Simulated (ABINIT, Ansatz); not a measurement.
## A GW chain in ABINIT: SiC (P6_3mc)

Wanted: ground state, empty states, screening and self-energy for SiC (P6_3mc).

Program: ABINIT 10.8.3. Level of theory: PBE and many-body steps on it, plane waves. Results are calculated unless marked as measured.

**Experimental background.**

- Gap 3 eV: optical absorption onset, approximate; UV-Vis-NIR transmission; bulk crystal (400 micron semi-insulating 6H-SiC wafer) (“Effects of energetic ion irradiation on WSe2/SiC heterostructures”, 2017, pmc:5482891).

- Gap 3.02 eV: band gap at cryogenic temperature; bulk crystal (literature value) (quoted in “Silicon carbide diodes for neutron detection”, 2020, arxiv:2009.14696).

- Gap 3.03 eV: indirect gap, experimental literature value; quoted from earlier experiment; bulk crystal (quoted in “Charge spill-out and work function of few-layer graphene on SiC(0001)”, 2018, arxiv:1806.04908).

### 1. Starting point

Symmetry: P6_3mc, No. 186, hexagonal system. The conventional cell has a = 3.077 Å, b = 3.077 Å, c = 15.098 Å, α = 90.00°, β = 90.00°, γ = 120.00°. Si has 4 C at 1.88 to 1.89 Å nearest. Nearest to Si lie 4 C at 1.89 Å. Nearest to C lie 4 Si at 1.88 to 1.89 Å. Nearest to C lie 4 Si at 1.89 Å. Farther neighbours are not listed.

The cell and positions are those that the Materials Project relaxed with its own functionals (PBE, PBE+U or r2SCAN), kept fixed.

### 2. Ground state

This step: ABINIT 10.8.3; DFT, PBE, plane waves, norm-conserving pseudopotentials.

The ground-state density comes first.

run.abi

```
acell 3*1.0 Angstrom
rprim 
  3.076621010229 -0.000000000007 0.000000000000
  -1.538310505109 2.664431952678 0.000000000000
  0.000000000000 0.000000000000 15.098084320000
ntypat 2
znucl 14 6
natom 12
typat 1 1 1 1 1 1 2 2 2 2 2 2
xred 
  0.333333333333 0.666666666667 0.832986150000
  0.666666666667 0.333333333333 0.332986150000
  0.666666666667 0.333333333333 0.666500600000
  0.333333333333 0.666666666667 0.166500600000
  0.000000000000 0.000000000000 0.499729420000
  0.000000000000 0.000000000000 0.999729420000
  0.000000000000 0.000000000000 0.874366410000
  0.000000000000 0.000000000000 0.374366410000
  0.333333333333 0.666666666667 0.707996780000
  0.666666666667 0.333333333333 0.207996780000
  0.666666666667 0.333333333333 0.541521640000
  0.333333333333 0.666666666667 0.041521640000
pp_dirpath "pseudos"
pseudos "Si.upf, C.upf"
ecut 37
ngkpt 6 6 2
nshiftk 1
shiftk 0 0 0
kptopt 1
chksymbreak 0
nband 34
occopt 1
tolvrs 1e-10
nstep 60
prtwf 0
optforces 0
optstress 0
indata_prefix "in"
outdata_prefix "out"
tmpdata_prefix "tmp"
```

Started as:

```bash
OMP_NUM_THREADS=1 mpirun -n 16 abinit run.abi > log
```

Numbers of over 12 decimals in the logs are rounded to 6 here.

What it wrote:

```text
.Version 10.8.3 of ABINIT. v10.8.2 released Aug 2026.

 Symmetries : space group P6_3 m c (#186); Bravais hP (primitive hexag.)
================================================================================
 Values of the parameters that define the memory need of the present run
     intxc =       0    ionmov =       0      iscf =       7    lmnmax =       6
     lnmax =       6     mgfft =     160  mpssoang =       3    mqgrid =    7813
     natom =      12  nloc_mem =       1    nspden =       1   nspinor =       1
    nsppol =       1      nsym =      12    n1xccc =    2501    ntypat =       2
    occopt =       1   xclevel =       2
-    mband =          34        mffmem =           1         mkmem =           1
       mpw =        9054          nfft =      163840          nkpt =          14
================================================================================
  Rough estimation (10% accuracy) of disk space for files :
================================================================================

--------------------------------------------------------------------------------
------------- Echo of variables that govern the present computation ------------
--------------------------------------------------------------------------------
 -outvars: echo values of preprocessed input variables --------
            acell      1.8897261259E+00  1.8897261259E+00  1.8897261259E+00 Bohr

      chksymbreak           0
             ecut      3.70000000E+01 Hartree
-          fftalg         312

              ixc     -101130
              kpt      0.00000000E+00  0.00000000E+00  0.00000000E+00
                       1.66666667E-01  0.00000000E+00  0.00000000E+00
                       3.33333333E-01  0.00000000E+00  0.00000000E+00
                       5.00000000E-01  0.00000000E+00  0.00000000E+00
                       1.66666667E-01  1.66666667E-01  0.00000000E+00
                       3.33333333E-01  1.66666667E-01  0.00000000E+00
                       3.33333333E-01  3.33333333E-01  0.00000000E+00
                       0.00000000E+00  0.00000000E+00  5.00000000E-01
                       1.66666667E-01  0.00000000E+00  5.00000000E-01
                       3.33333333E-01  0.00000000E+00  5.00000000E-01
                       5.00000000E-01  0.00000000E+00  5.00000000E-01
[...]
kptrlatt        6    0    0      0    6    0      0    0    2
          kptrlen      3.48838266E+01
P           mkmem           1
            natom          12
            nband          34
            ngfft          32      32     160
             nkpt          14
            nstep          60
             nsym          12
           ntypat           2
              occ      2.000000  2.000000  2.000000  2.000000  2.000000  2.000000
                       2.000000  2.000000  2.000000  2.000000  2.000000  2.000000
                       2.000000  2.000000  2.000000  2.000000  2.000000  2.000000
                       2.000000  2.000000  2.000000  2.000000  2.000000  2.000000
                       0.000000  0.000000  0.000000  0.000000  0.000000  0.000000
                       0.000000  0.000000  0.000000  0.000000
        optforces           0
        optstress           0
            prtwf           0
            rprim      3.0766210102E+00 -7.0000000000E-12  0.0000000000E+00
[...]
spgroup         186

           tolvrs      1.00000000E-10

             xred      3.3333333333E-01  6.6666666667E-01  8.3298615000E-01
[...]
znucl       14.00000    6.00000

================================================================================

 chkinp: Checking input parameters for consistency.

================================================================================
== DATASET  1 ==================================================================
-   mpi_nproc: 16, omp_nthreads: 1 (-1 if OMP is not activated)
-    --> not optimal distribution: autoparal keyword recommended in input file <--

--- !DatasetInfo
iteration_state: {dtset: 1, }
dimensions: {natom: 12, nkpt: 14, mband: 34, nsppol: 1, nspinor: 1, nspden: 1, mpw: 9054, }
cutoff_energies: {ecut:  37.0, pawecutdg:  -1.0, }
electrons: {nelect:   4.80000000E+01, charge:   0.00000000E+00, occopt:   1.00000000E+00, tsmear:   1.00000000E-02, }

 Real(R)+Recip(G) space primitive vectors, cartesian coordinates (Bohr,Bohr^-1):
 R(1)=  5.8139711  0.0000000  0.0000000  G(1)=  0.1719995  0.0993039  0.0000000
 R(2)= -2.9069856  5.0350467  0.0000000  G(2)=  0.0000000  0.1986079  0.0000000
 R(3)=  0.0000000  0.0000000 28.5312444  G(3)=  0.0000000  0.0000000  0.0350493
 Unit cell volume ucvol=  8.3521269E+02 bohr^3
 Angles (23,13,12)=  9.00000000E+01  9.00000000E+01  1.20000000E+02 degrees

 getcut: wavevector=  0.0000  0.0000  0.0000  ngfft=  32  32 160
         ecut(hartree)=     37.000   => boxcut(ratio)=   2.01007

--- Pseudopotential description ------------------------------------------------
- Si Generated using ONCVPSP code by D. R. Hamann
- 14.00000   4.00000  171031                  znucl, zion, pspdat
12 -101130 2 -1 1510                          pspcod,pspxc,lmax,lloc,mmax
     nproj     2     2     2
  pspatm : epsatm=    9.34321561
         --- l  ekb(1:nproj) -->
[...]
pspatm: atomic psp has been read  and splines computed

- C Generated using ONCVPSP code by D. R. Hamann
-  6.00000   4.00000  171031                  znucl, zion, pspdat
12 -101130 1 -1 1248                          pspcod,pspxc,lmax,lloc,mmax
     nproj     2     2     0
  pspatm : epsatm=    4.31346680
         --- l  ekb(1:nproj) -->
[...]
pspatm: atomic psp has been read  and splines computed

   3.93312453E+03                                ecore*ucvol(ha*bohr**3)
--------------------------------------------------------------------------------

_setup2: Arith. and geom. avg. npw (full set) are    8981.681    8981.625

================================================================================

--- !BeginCycle
iteration_state: {dtset: 1, }
solver: {iscf: 7, nstep: 60, nline: 4, wfoptalg: 0, }
tolerances: {tolvrs: 1.00E-10, }

     iter   Etot(hartree)      deltaE(h)  residm     vres2
 ETOT  1  -61.035280568982    -6.104E+01 3.797E-02 1.748E+03
 ETOT  2  -61.398730846637    -3.635E-01 1.749E-02 7.109E+02
 ETOT  3  -61.617467408813    -2.187E-01 6.213E-03 7.650E-01
 ETOT  4  -61.617764695523    -2.973E-04 4.202E-03 7.622E-02
 ETOT  5  -61.617773717732    -9.022E-06 1.276E-03 2.337E-03
 ETOT  6  -61.617773871755    -1.540E-07 1.292E-03 2.337E-03
 ETOT  7  -61.617774064316    -1.926E-07 4.608E-04 9.233E-05
 ETOT  8  -61.617774067328    -3.013E-09 2.554E-04 9.782E-06
 ETOT  9  -61.617774067650    -3.220E-10 2.478E-04 2.898E-07
 ETOT 10  -61.617774067659    -8.491E-12 1.646E-04 4.420E-09
 ETOT 11  -61.617774067660    -1.421E-12 2.619E-04 9.547E-10
 ETOT 12  -61.617774067661    -6.111E-13 1.959E-04 1.287E-11

 At SCF step   12       vres2   =  1.29E-11 < tolvrs=  1.00E-10 =>converged.

--- !ResultsGS
iteration_state: {dtset: 1, }
comment   : Summary of ground state results
lattice_vectors:
- [  5.8139711,  -0.0000000,   0.0000000, ]
- [ -2.9069856,   5.0350467,   0.0000000, ]
- [  0.0000000,   0.0000000,  28.5312444, ]
lattice_lengths: [   5.81397,    5.81397,   28.53124, ]
lattice_angles: [ 90.000,  90.000, 120.000, ] # degrees, (23, 13, 12)
lattice_volume:   8.3521269E+02
convergence: {deltae: -6.111E-13, res2:  1.287E-11, residm:  1.959E-04, diffor:  0.000E+00, }
etotal    :  -6.16177741E+01
entropy   :   0.00000000E+00
fermie    :   2.54115613E-01
cartesian_stress_tensor: null
pressure_GPa: null
xred      :
- [  3.3333E-01,   6.6667E-01,   8.3299E-01, Si]
- [  6.6667E-01,   3.3333E-01,   3.3299E-01, Si]
- [  6.6667E-01,   3.3333E-01,   6.6650E-01, Si]
- [  3.3333E-01,   6.6667E-01,   1.6650E-01, Si]
- [  0.0000E+00,  -3.7007E-17,   4.9973E-01, Si]
- [  0.0000E+00,  -3.7007E-17,   9.9973E-01, Si]
- [  0.0000E+00,  -3.7007E-17,   8.7437E-01,  C]
- [  0.0000E+00,  -3.7007E-17,   3.7437E-01,  C]
- [  3.3333E-01,   6.6667E-01,   7.0800E-01,  C]
- [  6.6667E-01,   3.3333E-01,   2.0800E-01,  C]
- [  6.6667E-01,   3.3333E-01,   5.4152E-01,  C]
- [  3.3333E-01,   6.6667E-01,   4.1522E-02,  C]
cartesian_forces: null
force_length_stats: {min: null, max: null, mean: null, }

 Integrated electronic density in atomic spheres:
 ------------------------------------------------
 Atom  Sphere_radius  Integrated_density
[...]
================================================================================

 ----iterations are completed or convergence reached----

 Mean square residual over all n,k,spin=   14.260E-07; max=  19.588E-05
 reduced coordinates (array xred) for   12 atoms
[...]
0.000000000000     -0.000000000000      0.374366410000
       0.333333333333      0.666666666667      0.707996780000
       0.666666666667      0.333333333333      0.207996780000
       0.666666666667      0.333333333333      0.541521640000
       0.333333333333      0.666666666667      0.041521640000
 rms dE/dt=  0.0000E+00; max dE/dt=  0.0000E+00; dE/dt below (all hartree)
    1       0.000000000000      0.000000000000      0.000000000000
    2       0.000000000000      0.000000000000      0.000000000000
    3       0.000000000000      0.000000000000      0.000000000000
    4       0.000000000000      0.000000000000      0.000000000000
    5       0.000000000000      0.000000000000      0.000000000000
    6       0.000000000000      0.000000000000      0.000000000000
    7       0.000000000000      0.000000000000      0.000000000000
    8       0.000000000000      0.000000000000      0.000000000000
    9       0.000000000000      0.000000000000      0.000000000000
[...]
cartesian coordinates (angstrom) at end:
[...]
8      0.000000    -0.000000     5.652216
    9      3.67e-12     1.776288    10.689395
   10      1.538311     0.888144     3.140353
   11      1.538311     0.888144     8.175939
   12      3.67e-12     1.776288     0.626897
 length scales=  1.889726125908  1.889726125908  1.889726125908 bohr
              =  1.000000000000  1.000000000000  1.000000000000 angstroms
 prteigrs : about to open file out_EIG
 Fermi (or HOMO) energy (hartree) =   0.25412   Average Vxc (hartree)=  -0.41535
 Eigenvalues (hartree) for nkpt=  14  k points:
 kpt#   1, nband= 34, wtk=  0.01389, kpt=  0.0000  0.0000  0.0000 (reduced coord)
  -0.31508   -0.29590   -0.29455   -0.23954   -0.23845   -0.18363   -0.06241    0.02402
   0.02547    0.16465    0.16567    0.21190    0.21190    0.21877    0.21877    0.22279
   0.22279    0.24002    0.24002    0.24300    0.24300    0.25277    0.25412    0.25412
   0.44531    0.45156    0.46667    0.48544    0.48674    0.50016    0.50907    0.50908
   0.51765    0.52421
 prteigrs : prtvol=0 or 1, do not print more k-points.

--- !EnergyTerms
iteration_state     : {dtset: 1, }
comment             : Components of total free energy in Hartree
kinetic             :  3.53933954782857E+01
hartree             :  7.02895269837799E+00
xc                  : -2.26904705384496E+01
Ewald energy        : -6.28284077262540E+01
psp_core            :  4.70912929132627E+00
local_psp           : -2.47872110057256E+01
non_local_psp       :  1.55683773477842E+00
total_energy        : -6.16177740676608E+01
total_energy_eV     : -1.67670504977271E+03
band_energy         :  1.69642104392908E+00

== END DATASET(S) ==============================================================
================================================================================

 -outvars: echo values of variables after computation  --------
           etotal     -6.1617774068E+01
            nband          34
             nkpt          14
          spgroup         186
 [... the other variables as echoed above ...]

 Calculation completed.
```

Run time: 26 s. Hardware: 16 MPI ranks of AMD EPYC 7R43, shared host; peak memory 1.7 GiB; 6.7 min of CPU time.

Numbers from this step:

| Quantity | Value |
| --- | --- |
| total energy | -1676.7050 eV |
| gap | 2.027 eV |
| k of the valence top | 0, 0, 0 |
| k of the conduction bottom | 0.5, 0, 0 |
| least direct gap | 3.130 eV |

The gap is indirect, with the least direct gap 1.10 eV higher.

(Continued in part 2 of 3.)

[Paths, hosts, dates, memory and timing lines, banners, echoed tables and standing remarks are left out of the program output.]

[Logs are printed without paths, hosts, clocks, repeated set-up lines and the standing remarks that a program may print on its own settings, such as how far it seeks lower states.]

[Runs of the session that timed out or met a known fault of the program may be left out.]

[Hosts, paths, dates, database ids (printed as entryN), source tags and the programs' standing remarks are cut or masked in the printed files.]

[G0W0 gaps are taken among the corrected bands and points alone; a level outside them can change the order at an edge.]

[Where Ansatz stands beside ABINIT at settings called matched, ABINIT's density can come from a denser mesh and the files from another edition; pairs whose starting gaps differed by over 0.03 eV were left out, so agreement reads better than it is.]
